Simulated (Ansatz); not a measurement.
**Os(0001) with 2 layers of random Os-Cu, 2x2: scattering by chemical disorder**

How strongly does chemical disorder scatter in Os(0001) with 2 layers of random Os-Cu, 2x2?

Program: Ansatz 0.2.0. Level of theory: Ansatz plane-wave DFT, PBE, PAW files; ballistic transport by layer matching (Landauer), zero bias; PAW set soft_1. Results are calculated unless marked as measured.

## 1. The starting structure

The cell holds 48 atoms: 44 Os and 4 Cu. Its edges and angles: a = 5.468 Å, b = 5.468 Å, c = 25.918 Å, α = 90.0°, β = 90.0°, γ = 120.0°. It derives from Os. Regions: lead, 40 atoms (40 Os); scattering region, 8 atoms (4 Cu and 4 Os). The structure is stacked along c, and the current runs across the ab planes.

## 2. With 2 alloy layers

In 2 layers a share of 0.5 of the sites is given to Cu at random. The layers about the cell's end stay perfect and serve as the lead. Disorder leaves little or no symmetry, which makes such runs dear. Energies from -0.05 to 0.05 eV in steps of 0.05 eV are too few for the program's thermal sum, so it prints no conductance; for a metal the transmission near the Fermi level serves, at a fraction of the cost.

Contents of input.yaml:

```yaml
crystal:
  lattice:
    - [5.4682, 0.0, 0.0]
    - [-2.7341, 4.735600113, 0.0]
    - [0.0, 0.0, 25.9182]
  atoms:
    - { symbol: Os, position: [0.1666666667, 0.3333333333, 0.0416666667] }
    - { symbol: Os, position: [0.1666666667, 0.8333333333, 0.0416666667] }
    - { symbol: Os, position: [0.6666666667, 0.3333333333, 0.0416666667] }
    - { symbol: Os, position: [0.6666666667, 0.8333333333, 0.0416666667] }
    - { symbol: Os, position: [0.3333333333, 0.1666666667, 0.125] }
    - { symbol: Os, position: [0.3333333333, 0.6666666667, 0.125] }
    - { symbol: Os, position: [0.8333333333, 0.1666666667, 0.125] }
    - { symbol: Os, position: [0.8333333333, 0.6666666667, 0.125] }
    - { symbol: Os, position: [0.1666666667, 0.3333333333, 0.2083333333] }
    - { symbol: Os, position: [0.1666666667, 0.8333333333, 0.2083333333] }
    - { symbol: Os, position: [0.6666666667, 0.3333333333, 0.2083333333] }
    - { symbol: Os, position: [0.6666666667, 0.8333333333, 0.2083333333] }
    - { symbol: Os, position: [0.3333333333, 0.1666666667, 0.2916666667] }
    - { symbol: Os, position: [0.3333333333, 0.6666666667, 0.2916666667] }
    - { symbol: Os, position: [0.8333333333, 0.1666666667, 0.2916666667] }
    - { symbol: Os, position: [0.8333333333, 0.6666666667, 0.2916666667] }
    - { symbol: Os, position: [0.1666666667, 0.3333333333, 0.375] }
    - { symbol: Os, position: [0.1666666667, 0.8333333333, 0.375] }
    - { symbol: Os, position: [0.6666666667, 0.3333333333, 0.375] }
    - { symbol: Os, position: [0.6666666667, 0.8333333333, 0.375] }
    - { symbol: Cu, position: [0.3333333333, 0.1666666667, 0.4583333333] }
    - { symbol: Os, position: [0.3333333333, 0.6666666667, 0.4583333333] }
    - { symbol: Os, position: [0.8333333333, 0.1666666667, 0.4583333333] }
    - { symbol: Cu, position: [0.8333333333, 0.6666666667, 0.4583333333] }
    - { symbol: Os, position: [0.1666666667, 0.3333333333, 0.5416666667] }
    - { symbol: Os, position: [0.1666666667, 0.8333333333, 0.5416666667] }
    - { symbol: Cu, position: [0.6666666667, 0.3333333333, 0.5416666667] }
    - { symbol: Cu, position: [0.6666666667, 0.8333333333, 0.5416666667] }
    - { symbol: Os, position: [0.3333333333, 0.1666666667, 0.625] }
    - { symbol: Os, position: [0.3333333333, 0.6666666667, 0.625] }
    - { symbol: Os, position: [0.8333333333, 0.1666666667, 0.625] }
    - { symbol: Os, position: [0.8333333333, 0.6666666667, 0.625] }
    - { symbol: Os, position: [0.1666666667, 0.3333333333, 0.7083333333] }
    - { symbol: Os, position: [0.1666666667, 0.8333333333, 0.7083333333] }
    - { symbol: Os, position: [0.6666666667, 0.3333333333, 0.7083333333] }
    - { symbol: Os, position: [0.6666666667, 0.8333333333, 0.7083333333] }
    - { symbol: Os, position: [0.3333333333, 0.1666666667, 0.7916666667] }
    - { symbol: Os, position: [0.3333333333, 0.6666666667, 0.7916666667] }
    - { symbol: Os, position: [0.8333333333, 0.1666666667, 0.7916666667] }
    - { symbol: Os, position: [0.8333333333, 0.6666666667, 0.7916666667] }
    - { symbol: Os, position: [0.1666666667, 0.3333333333, 0.875] }
    - { symbol: Os, position: [0.1666666667, 0.8333333333, 0.875] }
    - { symbol: Os, position: [0.6666666667, 0.3333333333, 0.875] }
    - { symbol: Os, position: [0.6666666667, 0.8333333333, 0.875] }
    - { symbol: Os, position: [0.3333333333, 0.1666666667, 0.9583333333] }
    - { symbol: Os, position: [0.3333333333, 0.6666666667, 0.9583333333] }
    - { symbol: Os, position: [0.8333333333, 0.1666666667, 0.9583333333] }
    - { symbol: Os, position: [0.8333333333, 0.6666666667, 0.9583333333] }
kpoints:
  mp_grid: { grid: [5, 5, 1] }
hamiltonian:
  xc: pbe
  pseudopotentials: { kind: paw, azcp: { folder: soft_1 } }
scf:
  occupations: { method: fermi_dirac, width: 0.1 }
output:
  transmission:
    leads: [[0, 8]]
    kmesh: [10, 10]
    e_range: [-0.05, 0.05]
    de: 0.05
  write_potential: true
  write_density: true
  volumetric_format: npy
```

Command:

```console
ansatz run input.yaml --threads 4 --pin off --max-ram 15360MiB --backend cpu --events-out ev --progress --plain --runs-dir out
```

Numbers of over 12 decimals in the logs are rounded to 6 here.

Output:

```text
Engine: ansatz 0.2.0, aarch64-unknown-linux-gnu
Pseudopotentials: kind: paw
Pseudopotential: Os, paw, valence charge 16, recommended cutoff 420 eV (normal), soft_1/Os.paw.azcp
Pseudopotential: Cu, paw, valence charge 19, recommended cutoff 420 eV (normal), soft_1/Cu.paw.azcp
Functional definition: PBE
  parameter kappa = 0.804
  parameter beta = 0.066725
  exchange = pbe_x(kappa = kappa, mu = beta*pi^2/3)
  correlation = pbe_c(beta = beta)
Crystal: 48 atoms, lattice volume = 671.157 Å³
Basis set: ecut = 420 eV, 13017 PW (Γ)
Bands: 468, of which v1, the nominal top of the filled ones, is band 390 counted from 1 (389 counted from 0)
Symmetry: 2 space group operations
Space group: C2 (ITA 5), of the structure as read, at distance tolerance 8.8e-5 Å
k-points: 9 of 25 (time reversal used)
Non-local potential: Os, projectors of the file, l = 0: 3, l = 1: 2, l = 2: 2, l = 3: 1
Non-local potential: Cu, projectors of the file, l = 0: 3, l = 1: 2, l = 2: 3, l = 3: 1
PAW form: soft (Blöchl's): semilocal exchange-correlation on the pseudo side does not see the compensation charge
PAW one-centre angular grid: Os, 590 points (default); XC on 64 Gauss nodes
PAW one-centre angular grid: Cu, 590 points (default); XC on 64 Gauss nodes
Initial density: superposition of atomic densities (chi_scale 0.1, normalization cell, long waves of neutral atoms (reshape's long-wave potential 5.04 eV rms, cloud 2.76 Å wide))
Initial wavefunctions: pseudopotential atomic-orbital guess
Functional: x = pbe(κ = 0.804, μ = 0.219515), c = pbe(β = 0.066725)
SCF iter   1: F=—  HF=-527485.566997 eV  |F-HF|=—  |Δ(HF+E_count)|=         —  Δρ=7.43e-2  dr2=5.54e1  ethr=3.10e-3  ⟨swp⟩=5.0  Hψ=13565  notcnv=0  defer=40
preconditioner: auto → Kerker (q_TF=auto, 2.797 Å⁻¹)  [metal: Δε(μ)=0.007 eV  Ē_g=6.206 eV  σ=0.100 eV  W_gap=0.02  n_scr=268 (ndim 8)  ℏωp=28.5 eV  f_vac=0.000  D(μ)=33.25/eV (n_scr^D=318)]
SCF iter   2: F=—  HF=-527479.472565 eV  |F-HF|=—  |Δ(HF+E_count)|=    6.09e0  Δρ=3.54e-2  dr2=1.70e1  ethr=3.10e-3  ⟨swp⟩=2.0  Hψ=6469  notcnv=0  defer=94
SCF iter   3: F=—  HF=-527477.713145 eV  |F-HF|=—  |Δ(HF+E_count)|=    1.76e0  Δρ=2.55e-2  dr2=1.11e1  ethr=2.18e-3  ⟨swp⟩=3.1  Hψ=8239  notcnv=0  defer=94
SCF iter   4: F=—  HF=-527477.365166 eV  |F-HF|=—  |Δ(HF+E_count)|=   3.48e-1  Δρ=4.69e-3  dr2=1.45e0  ethr=1.43e-3  ⟨swp⟩=1.8  Hψ=4371  notcnv=0  defer=94
SCF iter   5: F=—  HF=-527477.383052 eV  |F-HF|=—  |Δ(HF+E_count)|=   1.79e-2  Δρ=1.11e-3  dr2=2.59e-1  ethr=1.86e-4  ⟨swp⟩=1.1  Hψ=4612  notcnv=0  defer=92
SCF iter   6: F=—  HF=-527477.377199 eV  |F-HF|=—  |Δ(HF+E_count)|=   5.85e-3  Δρ=1.77e-3  dr2=1.63e-2  ethr=3.32e-5  ⟨swp⟩=2.0  Hψ=4257  notcnv=0  defer=92
SCF iter   7: F=—  HF=-527477.376337 eV  |F-HF|=—  |Δ(HF+E_count)|=   8.62e-4  Δρ=4.04e-4  dr2=3.93e-3  ethr=2.09e-6  ⟨swp⟩=2.1  Hψ=7583  notcnv=0  defer=92
SCF iter   8: F=—  HF=-527477.377227 eV  |F-HF|=—  |Δ(HF+E_count)|=   8.90e-4  Δρ=3.51e-4  dr2=4.79e-3  ethr=5.04e-7  ⟨swp⟩=2.0  Hψ=5275  notcnv=0  defer=92
SCF iter   9: F=—  HF=-527477.377134 eV  |F-HF|=—  |Δ(HF+E_count)|=   9.27e-5  Δρ=9.88e-5  dr2=2.30e-4  ethr=5.04e-7  ⟨swp⟩=1.0  Hψ=4120  notcnv=0  defer=92
SCF iter  10: F=—  HF=-527477.377133 eV  |F-HF|=—  |Δ(HF+E_count)|=   1.67e-6  Δρ=2.15e-5  dr2=1.57e-5  ethr=2.94e-8  ⟨swp⟩=1.8  Hψ=4254  notcnv=0  defer=92
SCF iter  11: F=—  HF=-527477.378493 eV  |F-HF|=—  |Δ(HF+E_count)|=   1.36e-3  Δρ=1.41e-5  dr2=6.06e-6  ethr=2.01e-9  ⟨swp⟩=1.0  Hψ=4142  notcnv=0  defer=92
SCF iter  12: F=—  HF=-527477.378493 eV  |F-HF|=—  |Δ(HF+E_count)|=   2.11e-7  Δρ=5.62e-6  dr2=3.31e-7  ethr=7.77e-10  ⟨swp⟩=2.0  Hψ=4572  notcnv=0  defer=92
SCF iter  13: F=-527477.378493 eV  HF=-527477.378493 eV  |F-HF|=3.56e-8  |Δ(HF+E_count)|=   1.34e-8  Δρ=1.06e-6  dr2=3.77e-8  ethr=1.28e-11  ⟨swp⟩=8.6  Hψ=9735  notcnv=0
SCF 1 converged in 13 iterations: F = -527477.378493 eV  dr2 = 3.77e-8
  greatest PAW one-centre occupation: 1.000 electrons in one spin orbital (limit 2), on the Os atom at site 32 (counted from 0), in its partial waves of l = 0
transmission: 251 of 2496 steps passed
transmission: 500 of 2496 steps passed
[...]
transmission: 2496 of 2496 steps passed
SCF converged after 13 iterations
Free energy (F): -527477.378493 eV
Harris-Foulkes:  -527477.378493 eV  (|F-HF|=3.56e-8)
Internal energy: -527476.261441 eV  (E = F + TS)
E sigma→0 (E₀):  -527476.819967 eV
Entropy (-TS):   -1.117052 eV (-23.272 meV/atom)
Fermi energy:    24.973590 eV
--- Per-component energies (eV) ---
  E_band       = -4415.310078
  E_kinetic    = 22691.452053
  E_local      = -61162.830644  (includes V_loc(G=0)·N_el)
  E_nonlocal   = 12171.603801
  E_hartree    = 23500.540960
  E_xc         = -10570.151461
  E_vxc        = -11196.196060  (∫ρ·V_xc dr)
  E_paw        = -405317.937032  (= ΣΔE_a)
  E_vpaw       = -13920.462212  (= ΣTr[D̂ρ^β])
  E_aug_tail   = 0.023278  (compensation charges beyond the density's cutoff)
  E_ewald      = -108788.962397
  E_smearing   = -1.117052  (= −TS)
  E_closure    = -0.000000  (closes the sum)
  Σ components = -527477.378493   (vs F -527477.378493, Δ=0.00e0)
--- Band table (eV; the first three rows and the last of 9) ---
  k-point 0: bands = [... 386 lower, 25.5174, 25.5267, 25.5523, 25.5657, 25.6095, 25.6575, 25.6722, 25.7251, ... 74 higher]
  k-point 1: bands = [... 386 lower, 25.0936, 25.1165, 25.2150, 25.3186, 25.3548, 25.4940, 25.5091, 25.6486, ... 74 higher]
  k-point 2: bands = [... 386 lower, 24.6229, 24.6737, 24.7515, 24.7942, 24.8391, 24.9715, 25.0005, 25.0218, ... 74 higher]
  k-point 8: bands = [... 386 lower, 24.7645, 24.8703, 24.8717, 24.9576, 25.0361, 25.0846, 25.1317, 25.1350, ... 74 higher]
--- Transmission ---
  basis      : 223 plane waves across, 48 finite elements along
  points     : 52, standing for a mesh of 10 x 10
  energies   : 3 from -0.050000 to 0.050000 eV about the Fermi level, 0.050000 eV apart; the leads are filled to 0.000000 eV, and channels, transmission and decay are at 0.000000 eV
  crystal 0  : Os8, at the sites [0, 8], period 4.3197 Å, over 21.60 Å; its Hamiltonian steps by up to 29.6 meV: too much for a lead, lay more layers or, if its atoms are ordered, name the step of that order
    offset         : up to 0.0000 Å between an atom of the period and one for which it stands
    channels       : 4.550000e0 a spin
    conductance    : none, the energies end too early or step too widely for 300 K: set another output.transmission.e_range or a lower de, or, where they end at an eighth of basis.ecutwfc, a higher one
  junction   : crystal 0 to crystal 0, 0.70 to 22.30 Å
    transmission   : 1.712116e0 a spin
    conductance    : none, the energies end too early or step too widely for 300 K: set another output.transmission.e_range or a lower de, or, where they end at an eighth of basis.ecutwfc, a higher one
```

The job ended after 10 min (4 threads of Arm Neoverse V1, shared host; peak memory 6.1 GiB; 36 min of CPU time).

In the SCF lines HF is the Harris–Foulkes energy and dr2 the Hartree energy of the density residual, in eV; the loop may stop once dr2 is under the threshold and the program's other checks hold. Hψ counts applications of the Hamiltonian.

This step gave:

```
free energy                                    : -527477.3785 eV
energy at zero smearing                        : -527476.8200 eV
Fermi energy                                   : 24.97 eV
cell area                                      : 25.90 Å²
transmission per spin nearest the Fermi level  : 1.712
open channels per spin nearest the Fermi level : 4.55
step of the lead's potential                   : 29.6 meV
```

Per spin. Transmission, zone mean against energy, zero at the Fermi level:

```
energy (eV)  transmission, zone mean
    -0.0500                     1.74
     0.0000                     1.71
     0.0500                     1.67
```

Per spin. Table of open channels, zone mean, lead by energy, zero at the Fermi level:

```
energy (eV)  open channels, zone mean, lead
    -0.0500                             4.5
     0.0000                            4.55
     0.0500                            4.55
```

Open channels over k1 and k2. At 0.0000 eV from the Fermi level.

Ten even steps from '_' (2.0) to '@' (11.0):
```
::----------::..__..
..------------..____
..--------------....
::------++++------::
==------++@@++------
::::------++++------
......--------------
..____..------------
::..__..::----------
==::....::==::....::
```
Columns: k1 (b1) from -0.5 to 0.4; rows upwards: k2 (b2) from -0.5 to 0.4.

Over the solved energies the transmission per spin lies between 1.67 and 1.74, out of 4.53 channels of the lead on average (up to 4.55). The log calls the step of a lead's potential too much.

## 3. With 6 alloy layers

In 6 layers a share of 0.5 of the sites is given to Cu at random. A fresh draw is used; the growth of the resistance with length is what counts.

System of this step: Os(0001) with 6 layers of random Os-Cu, 2x2. The cell holds 64 atoms: 52 Os and 12 Cu. Cell: a = 5.468 Å, b = 5.468 Å, c = 34.558 Å, α = 90.0°, β = 90.0°, γ = 120.0°. It derives from Os. Regions: lead, 40 atoms (40 Os); scattering region, 24 atoms (12 Os and 12 Cu). The structure is stacked along c, and the current runs across the ab planes.

Contents of input.yaml:

```yaml
crystal:
  lattice:
    - [5.4682, 0.0, 0.0]
    - [-2.7341, 4.735600113, 0.0]
    - [0.0, 0.0, 34.5576]
  atoms:
    - { symbol: Os, position: [0.1666666667, 0.3333333333, 0.03125] }
    - { symbol: Os, position: [0.1666666667, 0.8333333333, 0.03125] }
    - { symbol: Os, position: [0.6666666667, 0.3333333333, 0.03125] }
    - { symbol: Os, position: [0.6666666667, 0.8333333333, 0.03125] }
    - { symbol: Os, position: [0.3333333333, 0.1666666667, 0.09375] }
    - { symbol: Os, position: [0.3333333333, 0.6666666667, 0.09375] }
    - { symbol: Os, position: [0.8333333333, 0.1666666667, 0.09375] }
    - { symbol: Os, position: [0.8333333333, 0.6666666667, 0.09375] }
    - { symbol: Os, position: [0.1666666667, 0.3333333333, 0.15625] }
    - { symbol: Os, position: [0.1666666667, 0.8333333333, 0.15625] }
    - { symbol: Os, position: [0.6666666667, 0.3333333333, 0.15625] }
    - { symbol: Os, position: [0.6666666667, 0.8333333333, 0.15625] }
    - { symbol: Os, position: [0.3333333333, 0.1666666667, 0.21875] }
    - { symbol: Os, position: [0.3333333333, 0.6666666667, 0.21875] }
    - { symbol: Os, position: [0.8333333333, 0.1666666667, 0.21875] }
    - { symbol: Os, position: [0.8333333333, 0.6666666667, 0.21875] }
    - { symbol: Os, position: [0.1666666667, 0.3333333333, 0.28125] }
    - { symbol: Os, position: [0.1666666667, 0.8333333333, 0.28125] }
    - { symbol: Os, position: [0.6666666667, 0.3333333333, 0.28125] }
    - { symbol: Os, position: [0.6666666667, 0.8333333333, 0.28125] }
    - { symbol: Os, position: [0.3333333333, 0.1666666667, 0.34375] }
    - { symbol: Os, position: [0.3333333333, 0.6666666667, 0.34375] }
    - { symbol: Cu, position: [0.8333333333, 0.1666666667, 0.34375] }
    - { symbol: Os, position: [0.8333333333, 0.6666666667, 0.34375] }
    - { symbol: Cu, position: [0.1666666667, 0.3333333333, 0.40625] }
    - { symbol: Os, position: [0.1666666667, 0.8333333333, 0.40625] }
    - { symbol: Cu, position: [0.6666666667, 0.3333333333, 0.40625] }
    - { symbol: Os, position: [0.6666666667, 0.8333333333, 0.40625] }
    - { symbol: Cu, position: [0.3333333333, 0.1666666667, 0.46875] }
    - { symbol: Cu, position: [0.3333333333, 0.6666666667, 0.46875] }
    - { symbol: Os, position: [0.8333333333, 0.1666666667, 0.46875] }
    - { symbol: Cu, position: [0.8333333333, 0.6666666667, 0.46875] }
    - { symbol: Cu, position: [0.1666666667, 0.3333333333, 0.53125] }
    - { symbol: Os, position: [0.1666666667, 0.8333333333, 0.53125] }
    - { symbol: Os, position: [0.6666666667, 0.3333333333, 0.53125] }
    - { symbol: Cu, position: [0.6666666667, 0.8333333333, 0.53125] }
    - { symbol: Cu, position: [0.3333333333, 0.1666666667, 0.59375] }
    - { symbol: Os, position: [0.3333333333, 0.6666666667, 0.59375] }
    - { symbol: Cu, position: [0.8333333333, 0.1666666667, 0.59375] }
    - { symbol: Os, position: [0.8333333333, 0.6666666667, 0.59375] }
    - { symbol: Cu, position: [0.1666666667, 0.3333333333, 0.65625] }
    - { symbol: Cu, position: [0.1666666667, 0.8333333333, 0.65625] }
    - { symbol: Os, position: [0.6666666667, 0.3333333333, 0.65625] }
    - { symbol: Os, position: [0.6666666667, 0.8333333333, 0.65625] }
    - { symbol: Os, position: [0.3333333333, 0.1666666667, 0.71875] }
    - { symbol: Os, position: [0.3333333333, 0.6666666667, 0.71875] }
    - { symbol: Os, position: [0.8333333333, 0.1666666667, 0.71875] }
    - { symbol: Os, position: [0.8333333333, 0.6666666667, 0.71875] }
    - { symbol: Os, position: [0.1666666667, 0.3333333333, 0.78125] }
    - { symbol: Os, position: [0.1666666667, 0.8333333333, 0.78125] }
    - { symbol: Os, position: [0.6666666667, 0.3333333333, 0.78125] }
    - { symbol: Os, position: [0.6666666667, 0.8333333333, 0.78125] }
    - { symbol: Os, position: [0.3333333333, 0.1666666667, 0.84375] }
    - { symbol: Os, position: [0.3333333333, 0.6666666667, 0.84375] }
    - { symbol: Os, position: [0.8333333333, 0.1666666667, 0.84375] }
    - { symbol: Os, position: [0.8333333333, 0.6666666667, 0.84375] }
    - { symbol: Os, position: [0.1666666667, 0.3333333333, 0.90625] }
    - { symbol: Os, position: [0.1666666667, 0.8333333333, 0.90625] }
    - { symbol: Os, position: [0.6666666667, 0.3333333333, 0.90625] }
    - { symbol: Os, position: [0.6666666667, 0.8333333333, 0.90625] }
    - { symbol: Os, position: [0.3333333333, 0.1666666667, 0.96875] }
    - { symbol: Os, position: [0.3333333333, 0.6666666667, 0.96875] }
    - { symbol: Os, position: [0.8333333333, 0.1666666667, 0.96875] }
    - { symbol: Os, position: [0.8333333333, 0.6666666667, 0.96875] }
kpoints:
  mp_grid: { grid: [5, 5, 1] }
hamiltonian:
  xc: pbe
  pseudopotentials: { kind: paw, azcp: { folder: soft_1 } }
scf:
  occupations: { method: fermi_dirac, width: 0.1 }
output:
  transmission:
    leads: [[0, 8]]
    kmesh: [10, 10]
    e_range: [-0.05, 0.05]
    de: 0.05
  write_potential: true
  write_density: true
  volumetric_format: npy
```

Output:

```text
[...]
Crystal: 64 atoms, lattice volume = 894.876 Å³
Basis set: ecut = 420 eV, 17377 PW (Γ)
Bands: 636, of which v1, the nominal top of the filled ones, is band 530 counted from 1 (529 counted from 0)
Symmetry: 1 space group operations
[...]
k-points: 13 of 25 (time reversal used)
[...]
SCF iter   1: F=—  HF=-671573.755446 eV  |F-HF|=—  |Δ(HF+E_count)|=         —  Δρ=1.06e-1  dr2=5.50e2  ethr=3.10e-3  ⟨swp⟩=5.0  Hψ=25560  notcnv=0  defer=164
[...]
SCF iter  15: F=-671560.326565 eV  HF=-671560.326565 eV  |F-HF|=6.75e-8  |Δ(HF+E_count)|=   4.97e-8  Δρ=2.08e-6  dr2=8.18e-8  ethr=9.43e-12  ⟨swp⟩=7.9  Hψ=19016  notcnv=0
SCF 1 converged in 15 iterations: F = -671560.326565 eV  dr2 = 8.18e-8
[...]
transmission: 334 of 3328 steps passed
transmission: 666 of 3328 steps passed
[...]
transmission: 3328 of 3328 steps passed
SCF converged after 15 iterations
Free energy (F): -671560.326565 eV
[...]
Internal energy: -671558.724881 eV  (E = F + TS)
E sigma→0 (E₀):  -671559.525723 eV
Entropy (-TS):   -1.601684 eV (-25.026 meV/atom)
Fermi energy:    23.608857 eV
[...]
--- Band table (eV; the first three rows and the last of 13) ---
  k-point 0: bands = [... 526 lower, 24.0957, 24.1045, 24.1293, 24.1536, 24.1660, 24.1873, 24.2139, 24.2156, ... 102 higher]
  k-point 1: bands = [... 526 lower, 23.7156, 23.8185, 23.8961, 23.9156, 23.9645, 24.0089, 24.0643, 24.0882, ... 102 higher]
  k-point 2: bands = [... 526 lower, 23.3630, 23.4024, 23.4371, 23.5129, 23.5494, 23.5932, 23.6328, 23.6559, ... 102 higher]
  k-point 12: bands = [... 526 lower, 23.4011, 23.4625, 23.4761, 23.5478, 23.6132, 23.6476, 23.6921, 23.7200, ... 102 higher]
--- Transmission ---
  basis      : 223 plane waves across, 64 finite elements along
  points     : 52, standing for a mesh of 10 x 10
[...]
channels       : 4.470000e0 a spin
[...]
junction   : crystal 0 to crystal 0, 0.70 to 30.94 Å
    transmission   : 1.033009e0 a spin
[...]
```

Elapsed: 22 min, on 4 threads; peak memory 7.9 GiB; 82 min of CPU time.

This step gave:

- free energy: -671560.3266 eV
- energy at zero smearing: -671559.5257 eV
- Fermi energy: 23.61 eV
- transmission per spin nearest the Fermi level: 1.033
- open channels per spin nearest the Fermi level: 4.47
- step of the lead's potential: 24.8 meV

Per spin. Transmission, zone mean against energy, zero at the Fermi level:

```
energy (eV)  transmission, zone mean
    -0.0500                     1.06
     0.0000                     1.03
     0.0500                     1.02
```

Over the solved energies the transmission per spin lies between 1.02 and 1.06, out of 4.51 channels of the lead on average (up to 4.55).

(Part 1 of 2 ends here.)

[Logs are printed without paths, hosts, clocks, repeated set-up lines and the standing remarks that a program may print on its own settings, such as how far it seeks lower states.]

[Hosts, paths, dates, database ids (printed as entryN), source tags and the programs' standing remarks are cut or masked in the printed files.]
